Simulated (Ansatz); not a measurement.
Runs of Ansatz 0.2.0 on CaSe. Symmetry: F-43m, No. 216, cubic system. Conventional cell: a = 6.600 Å, b = 6.600 Å, c = 6.600 Å, α = 90.00°, β = 90.00°, γ = 90.00°. Se (site symmetry -43m) has 4 Ca at 2.86 Å as nearest neighbours. Ca (site symmetry -43m) has 4 Se at 2.86 Å as nearest neighbours. The cell comes from a database or a generator and needn't be the stable form of this composition.

```tsv
task	level	cell	cutoff (eV)	smearing	gap on the mesh (eV)	pressure (GPa)
density of states	LDA	as given	186	fermi-dirac 0.02 eV	2.88	(b)
relaxation of cell and atoms	BLYP+D4	relaxed	-	gaussian 0.05 eV	3.36	0.0
single point	RPBE	as given	187	gaussian 0.05 eV	3.40	(a)
single point	PBE	as given	187	gaussian 0.02 eV	3.15	-0.2
single point	PBE	as given	187	gaussian 0.05 eV	3.15	-0.2
```

Alike in all rows: potentials or basis all-electron LAPW, scalar-relativistic; no spin polarisation; k mesh 7 × 7 × 7; basis error allowed 0.001 eV/atom.

Task: Estimate the missing entries.

Result: (a) 1.1; (b) -2.7.

Caveats: an odd mesh through Γ misses points on the zone boundary, where band edges often lie.

A k mesh can miss the band edges, and the runs leave out spin-orbit coupling on Se.

The runs don't all hold the same shells in valence.
